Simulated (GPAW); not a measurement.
# Rh (P6_3/mmc) in GPAW: further runs

Aim: see how the results for Rh move with the level of theory and the settings. Levels: PBEsol+D3(BJ), PBEsol+D3(BJ)+ATM, PBEsol+D4. Tasks: relaxation of cell and atoms.

All numbers are computed with GPAW 26.7.0; they aren't measurements. Logs are shortened: lines on timing, memory, paths and dates and some standing lists are left out, and cuts for length are marked. The log counts tension as positive stress, the text compression.

**1. The crystal as given**

Symmetry: P6_3/mmc, No. 194, hexagonal system. The conventional cell has a = 2.731 Å, b = 2.731 Å, c = 4.428 Å, α = 90.00°, β = 90.00°, γ = 120.00°. Around Rh (site symmetry -6m2) lie 12 Rh at 2.72 to 2.73 Å.

This isn't the form of Rh at room conditions, which is fcc.

**2. Relaxation of cell and atoms, PBEsol+D3(BJ)**

Contents of run.py:

```python
from ase import Atoms
from ase.calculators.mixing import SumCalculator
from ase.filters import FrechetCellFilter
from ase.io import write
from ase.optimize import BFGS
from dftd3.ase import DFTD3
from gpaw import GPAW, PW, setup_paths

setup_paths.insert(0, '.')

atoms = Atoms(['Rh', 'Rh'],
              cell=[[2.7309790422, 0.0, 0.0],
                    [-1.3654895211, 2.3650972278, 0.0],
                    [0.0, 0.0, 4.428489]],
              scaled_positions=[[0.3333333333, 0.6666666667, 0.25],
                                [0.6666666667, 0.3333333333, 0.75]],
              pbc=True)

calc = GPAW(mode=PW(600),
            xc='PBEsol',
            kpts={'size': (8, 8, 5), 'gamma': True},
            occupations={'name': 'fermi-dirac', 'width': 0.05},
            nbands=28,
            convergence={'density': 1e-05, 'forces': 0.0001},
            maxiter=150,
            txt='gpaw.txt')
atoms.calc = SumCalculator([calc, DFTD3(method='pbesol', damping='d3bj')])
opt = BFGS(FrechetCellFilter(atoms), trajectory='relax.traj', logfile='-')
done = opt.run(fmax=0.02, steps=60)
calc.write('gs.gpw')
write('result.traj', atoms)
print('Converged:', done)
print('Cell:', atoms.cell.cellpar().round(4))
print('Volume:', round(atoms.get_volume(), 4))
print(atoms.get_scaled_positions().round(5))
```

Potentials or basis: PAW data sets generated in the run's folder for this functional, pw.

The run is started by

```sh
> gpaw-setup -f PBEsol Rh
> OMP_NUM_THREADS=1 python run.py
```

gpaw.txt:

```text
__  _  _
 | _ |_)|_||  |
 |__||  | ||/\| - 26.7.0

Input parameters:
  mode=PW(ecut=600.0),
  convergence={'density': 1e-05, 'forces': 0.0001},
  kpts=MonkhorstPack(size=(8, 8, 5), gamma=True),
  maxiter=150,
  nbands=28,
  occupations=Occupations(name='fermi-dirac', width=0.05),
  xc=XC(name='PBEsol')

Diagonalizing LCAO Hamiltonian
Converting LCAO to pw mode

          Rh

        Rh

Atoms  # Å, Bohr magnetons
|   | symbol |         x |        y |        z |    initial magnetic moments |
|---|--------|-----------|----------|----------|-----------------------------|
| 0 |     Rh | -0.000000 | 1.576731 | 1.107122 | ( 0.0000,  0.0000,  0.0000) |
| 1 |     Rh |  1.365490 | 0.788366 | 3.321367 | ( 0.0000,  0.0000,  0.0000) |

Unit cell  # Å
| periodic |         x |        y |        z |  lengths |     angles |
|----------|-----------|----------|----------|----------|------------|
|      yes |  2.730979 | 0.000000 | 0.000000 | 2.730979 |  90.000000 |
|      yes | -1.365490 | 2.365097 | 0.000000 | 2.730979 |  90.000000 |
|      yes |  0.000000 | 0.000000 | 4.428489 | 4.428489 | 120.000000 |

Number of symmetries: 12
Symmetry operations  # r_c * U_cc + t_c -> r_c
|    | kind |            matrix            |
|----|------|------------------------------|
|  0 |  σ   |  1, 1, 0,  0,-1, 0,  0, 0, 1 |
|  1 |  S6  |  1, 1, 0, -1, 0, 0,  0, 0,-1 |
|  2 |  E   |  1, 0, 0,  0, 1, 0,  0, 0, 1 |
|  3 |  C2  |  1, 0, 0, -1,-1, 0,  0, 0,-1 |
|  4 |  C2  |  0, 1, 0,  1, 0, 0,  0, 0,-1 |
|  5 |  C3  |  0, 1, 0, -1,-1, 0,  0, 0, 1 |
|  6 |  S6  |  0,-1, 0,  1, 1, 0,  0, 0,-1 |
|  7 |  σ   |  0,-1, 0, -1, 0, 0,  0, 0, 1 |
|  8 |  σ   | -1, 0, 0,  1, 1, 0,  0, 0, 1 |
|  9 |  i   | -1, 0, 0,  0,-1, 0,  0, 0,-1 |
| 10 |  C3  | -1,-1, 0,  1, 0, 0,  0, 0, 1 |
| 11 |  C2  | -1,-1, 0,  0, 1, 0,  0, 0,-1 |
[... 148 lines left out ...]
|          7 |         5.171 |     2.000 |
|          8 |         8.117 |     2.000 |
|          9 |         8.214 |     2.000 |
|         10 |         8.214 |     2.000 |
|         11 |         8.702 |     2.000 |
|         12 |         8.702 |     2.000 |
[... 8 lines left out ...]
|         21 |        29.966 |     0.000 |
|         22 |        34.165 |     0.000 |
|        ... |               |           |
|         27 |        36.486 |     0.000 |

No gap
No difference between direct/indirect transitions

Stress tensor  # eV/Ang^3
|         x |         y |        z |
|-----------|-----------|----------|
|  0.064546 | -0.000000 | 0.000000 |
| -0.000000 |  0.064546 | 0.000000 |
|  0.000000 |  0.000000 | 0.080261 |

Forces  # eV/Ang
|        x |        y |        z |
|----------|----------|----------|
| -0.00000 | -0.00000 |  0.00001 |  # Rh   0
|  0.00000 |  0.00000 | -0.00001 |  # Rh   1

Interpolating wave functions to new cell

          Rh

        Rh

Atoms  # Å, Bohr magnetons
|   | symbol |         x |        y |        z |    initial magnetic moments |
|---|--------|-----------|----------|----------|-----------------------------|
| 0 |     Rh | -0.000000 | 1.559788 | 1.093469 | ( 0.0000,  0.0000,  0.0000) |
| 1 |     Rh |  1.350816 | 0.779894 | 3.280406 | ( 0.0000,  0.0000,  0.0000) |

Unit cell  # Å
| periodic |         x |        y |        z |  lengths |     angles |
|----------|-----------|----------|----------|----------|------------|
|      yes |  2.701631 | 0.000000 | 0.000000 | 2.701631 |  90.000000 |
|      yes | -1.350816 | 2.339681 | 0.000000 | 2.701631 |  90.000000 |
|      yes |  0.000000 | 0.000000 | 4.373875 | 4.373875 | 120.000000 |

Number of symmetries: 12
Symmetry operations  # r_c * U_cc + t_c -> r_c
|    | kind |            matrix            |
|----|------|------------------------------|
|  0 |  σ   |  1, 1, 0,  0,-1, 0,  0, 0, 1 |
|  1 |  S6  |  1, 1, 0, -1, 0, 0,  0, 0,-1 |
|  2 |  E   |  1, 0, 0,  0, 1, 0,  0, 0, 1 |
|  3 |  C2  |  1, 0, 0, -1,-1, 0,  0, 0,-1 |
|  4 |  C2  |  0, 1, 0,  1, 0, 0,  0, 0,-1 |
|  5 |  C3  |  0, 1, 0, -1,-1, 0,  0, 0, 1 |
|  6 |  S6  |  0,-1, 0,  1, 1, 0,  0, 0,-1 |
|  7 |  σ   |  0,-1, 0, -1, 0, 0,  0, 0, 1 |
|  8 |  σ   | -1, 0, 0,  1, 1, 0,  0, 0, 1 |
|  9 |  i   | -1, 0, 0,  0,-1, 0,  0, 0,-1 |
| 10 |  C3  | -1,-1, 0,  1, 0, 0,  0, 0, 1 |
| 11 |  C2  | -1,-1, 0,  0, 1, 0,  0, 0,-1 |
[... 102 lines left out ...]
convergence criteria:
- Maximum integral of absolute [dens]ity change: 1e-05 electrons / valence electron
- Maximum change in the atomic [forces] across last 2 cycles: 0.0001 eV/Ang OR
Maximum error relative to the maximum force is below inf
- Maximum [total energy] change in last 3 cyles: 0.0005 eV / valence electron
- Maximum integral of absolute [eigenst]ate change: 4e-08 eV^2 / valence electron
maximum number of iterations: 150

SCF iterations
|iter     | |      energy | eigst |  dens |force |
|---------|-|-------------|-------|-------|------|
|iter:   1| |  -16.274167 | -1.24 |       |      |
|iter:   2| |  -16.255873 | -4.26 | -1.68 |      |
|iter:   3| |  -16.198444 | -3.07 | -1.74 |      |
|iter:   4| |  -16.200041 | -4.31 | -2.61 |      |
|iter:   5| |  -16.201106c| -4.20 | -2.88 |      |
|iter:   6| |  -16.201110c| -6.73 | -3.90 |      |
|iter:   7| |  -16.201112c| -7.25 | -4.17 |      |
|iter:   8| |  -16.201112c| -8.02c| -5.68c|      |
|iter:   9| |  -16.201112c| -9.06c| -6.16c|-3.74 |
|iter:  10| |  -16.201112c| -9.37c| -6.59c|-4.05c|

Converged in 10 steps
Energy contributions relative to reference atoms: (reference = -260139.322892)

Energy contributions:
  Kinetic:         -11.303969
  Coulomb:           5.989512
  Zero:             -0.147516
  External:          0.000000
  Xc:              -10.723349
  Entropy:          -0.031581
  Spinorbit:         0.000000
  ----------------------------
  Free energy:     -16.216902
  Extrapolated:    -16.201112

dipole moment: (0.000000, 0.000001, 0.000001)  # |e|*Ang
[... 7 lines left out ...]
|          7 |         5.504 |     2.000 |
|          8 |         8.584 |     2.000 |
|          9 |         8.671 |     2.000 |
|         10 |         8.671 |     2.000 |
|         11 |         9.191 |     2.000 |
|         12 |         9.191 |     2.000 |
[... 8 lines left out ...]
|         21 |        30.698 |     0.000 |
|         22 |        35.292 |     0.000 |
|        ... |               |           |
|         27 |        37.627 |     0.000 |

No gap
No difference between direct/indirect transitions

Stress tensor  # eV/Ang^3
|         x |         y |        z |
|-----------|-----------|----------|
|  0.012647 | -0.000000 | 0.000000 |
| -0.000000 |  0.012647 | 0.000000 |
|  0.000000 |  0.000000 | 0.025951 |

Forces  # eV/Ang
|        x |        y |        z |
|----------|----------|----------|
|  0.00000 |  0.00000 |  0.00002 |  # Rh   0
| -0.00000 | -0.00000 | -0.00002 |  # Rh   1

Interpolating wave functions to new cell

          Rh

        Rh

Atoms  # Å, Bohr magnetons
|   | symbol |         x |        y |        z |    initial magnetic moments |
|---|--------|-----------|----------|----------|-----------------------------|
| 0 |     Rh | -0.000000 | 1.541131 | 1.077355 | ( 0.0000,  0.0000,  0.0000) |
| 1 |     Rh |  1.334658 | 0.770565 | 3.232062 | ( 0.0000,  0.0000,  0.0000) |
[... 189 lines left out ...]
No gap
No difference between direct/indirect transitions

Stress tensor  # eV/Ang^3
|         x |         y |         z |
|-----------|-----------|-----------|
| -0.058400 |  0.000000 |  0.000000 |
|  0.000000 | -0.058400 | -0.000000 |
|  0.000000 | -0.000000 | -0.051282 |

Forces  # eV/Ang
|       x |        y |        z |
|---------|----------|----------|
| 0.00000 |  0.00000 |  0.00002 |  # Rh   0
| 0.00000 | -0.00000 | -0.00002 |  # Rh   1

Interpolating wave functions to new cell

          Rh

        Rh

Atoms  # Å, Bohr magnetons
|   | symbol |         x |        y |        z |    initial magnetic moments |
|---|--------|-----------|----------|----------|-----------------------------|
| 0 |     Rh | -0.000000 | 1.543612 | 1.078625 | ( 0.0000,  0.0000,  0.0000) |
| 1 |     Rh |  1.336807 | 0.771806 | 3.235873 | ( 0.0000,  0.0000,  0.0000) |

Unit cell  # Å
| periodic |         x |         y |         z |  lengths |     angles |
|----------|-----------|-----------|-----------|----------|------------|
|      yes |  2.673614 |  0.000000 | -0.000000 | 2.673614 |  90.000000 |
|      yes | -1.336807 |  2.315418 |  0.000000 | 2.673614 |  90.000000 |
|      yes | -0.000000 | -0.000000 |  4.314498 | 4.314498 | 120.000000 |
[... 612 lines left out ...]
Stress tensor  # eV/Ang^3
|         x |         y |         z |
|-----------|-----------|-----------|
| -0.047175 |  0.000000 |  0.000000 |
|  0.000000 | -0.047175 | -0.000000 |
|  0.000000 | -0.000000 | -0.047118 |

Forces  # eV/Ang
|        x |        y |        z |
|----------|----------|----------|
| -0.00000 | -0.00000 | -0.00000 |  # Rh   0
|  0.00000 |  0.00000 |  0.00000 |  # Rh   1

# Writing to gs.gpw (mode='')
```

It took 59 s on 1 thread of Intel Xeon Platinum 8488C (Sapphire Rapids), shared host; peak memory 0.24 GiB.

What came out:

- Free energy: -17.4560 eV
- Relaxed volume: 13.35 Å³/atom
- Relaxed cell: a = 2.676 Å, b = 2.676 Å, c = 4.306 Å, α = 90.00°, β = 90.00°, γ = 120.00°
- Space group after relaxing (to 0.05 Å): P6_3/mmc (No. 194)
- Energy gained by relaxing: 58.1 meV/atom
- Ionic steps: 6
- Pressure after relaxing: 0.0 GPa
- Band gap on the k mesh: none (metal or under the smearing width)
- Dispersion energy per atom: -0.626 eV

Step by step:
| step | energy change (eV) | largest force (eV/Å) | pressure (GPa) | volume (Å³) |
| --- | --- | --- | --- | --- |
| 1 | 0.0000 | 0.0000 | -17.78 | 28.60 |
| 2 | -0.0847 | 0.0000 | -9.80 | 27.65 |
| 3 | -0.1156 | 0.0000 | 1.35 | 26.59 |
| 4 | -0.1160 | 0.0000 | -0.02 | 26.71 |
| 5 | -0.1161 | 0.0000 | -0.05 | 26.71 |
| 6 | -0.1162 | 0.0000 | -0.01 | 26.71 |

Final structure:
```yaml
crystal:
  lattice:
    - [2.67633, 0.00000, 0.00000]
    - [-1.33816, 2.31777, 0.00000]
    - [0.00000, 0.00000, 4.30576]
  atoms:
    - { symbol: Rh, position: [0.33333, 0.66667, 0.25000] }
    - { symbol: Rh, position: [0.66667, 0.33333, 0.75000] }
```

Caveat: later steps reuse the first step's grids; pairwise dispersion overbinds metals, which lowers pressure and volume.

**3. Relaxation of cell and atoms, PBEsol+D3(BJ)+ATM**

Edit run.py of step 2 so:

```diff
@@ -26,3 +26,3 @@
             txt='gpaw.txt')
-atoms.calc = SumCalculator([calc, DFTD3(method='pbesol', damping='d3bj')])
+atoms.calc = SumCalculator([calc, DFTD3(damping='d3bj', params_tweaks=dict(method='pbesol', atm=True))])
 opt = BFGS(FrechetCellFilter(atoms), trajectory='relax.traj', logfile='-')
```

Potentials or basis: PAW data sets generated in the run's folder for this functional, pw.

The run is started by

```sh
> gpaw-setup -f PBEsol Rh
> OMP_NUM_THREADS=1 python run.py
```

Wall time 62 s (1 thread of Intel Xeon Platinum 8488C (Sapphire Rapids), shared host); peak memory 0.26 GiB.

It converged, with:

- Free energy: -17.2905 eV
- Relaxed volume: 13.44 Å³/atom
- Relaxed cell: a = 2.682 Å, b = 2.682 Å, c = 4.315 Å, α = 90.00°, β = 90.00°, γ = 120.00°
- Space group after relaxing (to 0.05 Å): P6_3/mmc (No. 194)
- Energy gained by relaxing: 47.8 meV/atom
- Ionic steps: 6
- Pressure after relaxing: 0.0 GPa
- Band gap on the k mesh: none (metal or under the smearing width)
- Dispersion energy per atom: -0.539 eV

Step by step:
```csv
step,energy change (eV),largest force (eV/Å),pressure (GPa),volume (Å³)
1,0.0000,0.0000,-16.15,28.60
2,-0.0698,0.0000,-8.81,27.73
3,-0.0951,0.0000,1.10,26.78
4,-0.0955,0.0000,0.00,26.88
5,-0.0955,0.0000,-0.07,26.89
6,-0.0957,0.0000,-0.05,26.88
```

Final structure:
```
CELL_PARAMETERS angstrom
2.68234 0.00000 0.00000
-1.34117 2.32298 0.00000
0.00000 0.00000 4.31470
ATOMIC_POSITIONS crystal
Rh 0.33333 0.66667 0.25000
Rh 0.66667 0.33333 0.75000
```

Levels at points of the mesh, in eV from the Fermi level:
| k point | band 12 | band 13 | band 14 | band 15 | band 16 | band 17 | band 18 | band 19 |
| --- | --- | --- | --- | --- | --- | --- | --- | --- |
| (0.00, 0.00, 0.00) | -2.58 | -2.58 | -2.01 | -2.01 | 0.16 | 0.16 | 0.70 | 8.91 |
| (0.50, 0.50, 0.00) | -2.29 | -2.25 | 0.45 | 0.70 | 0.78 | 3.08 | 5.23 | 10.56 |

Caveat: later steps reuse the first step's grids; pairwise dispersion overbinds metals, which lowers pressure and volume.

**4. Relaxation of cell and atoms, PBEsol+D4**

Edit run.py of step 3 so:

```diff
@@ -5,3 +5,3 @@
 from ase.optimize import BFGS
-from dftd3.ase import DFTD3
+from dftd4.ase import DFTD4
 from gpaw import GPAW, PW, setup_paths
@@ -26,3 +26,3 @@
             txt='gpaw.txt')
-atoms.calc = SumCalculator([calc, DFTD3(damping='d3bj', params_tweaks=dict(method='pbesol', atm=True))])
+atoms.calc = SumCalculator([calc, DFTD4(method='pbesol')])
 opt = BFGS(FrechetCellFilter(atoms), trajectory='relax.traj', logfile='-')
```

The run is started by

```sh
> gpaw-setup -f PBEsol Rh
> OMP_NUM_THREADS=1 python run.py
```

Run time: 63 s. Hardware: 1 thread of Intel Xeon Platinum 8488C (Sapphire Rapids), shared host; peak memory 0.26 GiB.

The run converged. Its results:

- Free energy: -17.2163 eV
- Relaxed volume: 13.45 Å³/atom
- Relaxed cell: a = 2.683 Å, b = 2.683 Å, c = 4.316 Å, α = 90.00°, β = 90.00°, γ = 120.00°
- Space group after relaxing (to 0.05 Å): P6_3/mmc (No. 194)
- Energy gained by relaxing: 46.6 meV/atom
- Ionic steps: 6
- Pressure after relaxing: -0.1 GPa
- Band gap on the k mesh: none (metal or under the smearing width)
- Dispersion energy per atom: -0.502 eV

The path:
```tsv
step	energy change (eV)	largest force (eV/Å)	pressure (GPa)	volume (Å³)
1	0.0000	0.0000	-15.93	28.60
2	-0.0679	0.0000	-8.69	27.75
3	-0.0927	0.0000	1.07	26.81
4	-0.0930	0.0000	0.01	26.90
5	-0.0931	0.0000	-0.07	26.91
6	-0.0932	0.0000	-0.05	26.91
```

Final structure:
```
CELL_PARAMETERS angstrom
2.68303 0.00000 0.00000
-1.34152 2.32357 0.00000
0.00000 0.00000 4.31585
ATOMIC_POSITIONS crystal
Rh 0.33333 0.66667 0.25000
Rh 0.66667 0.33333 0.75000
```

Levels at points of the mesh, in eV from the Fermi level:
```
           k point  band 11  band 12  band 13  band 14  band 15  band 16  band 17  band 18  band 19  band 20
(0.00, 0.00, 0.00)    -3.14    -2.58    -2.58    -2.00    -2.00     0.16     0.16     0.70     8.90    16.04
(0.50, 0.50, 0.00)    -2.76    -2.29    -2.25     0.45     0.70     0.78     3.08     5.23    10.55    11.14
```

Caveat: later steps reuse the first step's grids; pairwise dispersion overbinds metals, which lowers pressure and volume.

**5. The runs side by side**

```csv
level,gap on the mesh (eV),pressure (GPa),relaxed volume (Å³/atom)
PBEsol+D3(BJ),none,0.0,13.35
PBEsol+D3(BJ)+ATM,none,0.0,13.44
PBEsol+D4,none,-0.1,13.45
```

Alike in all rows: task relaxation of cell and atoms; potentials or basis PAW data sets generated in the run's folder for this functional, pw; no spin polarisation; cell relaxed; k mesh 8 × 8 × 5; cutoff (eV) 600; smearing fermi-dirac 0.05 eV.

Caveats: later steps reuse the first step's grids; pairwise dispersion overbinds metals, which lowers pressure and volume.

Absolute energies hang on the potentials; compare differences alone.
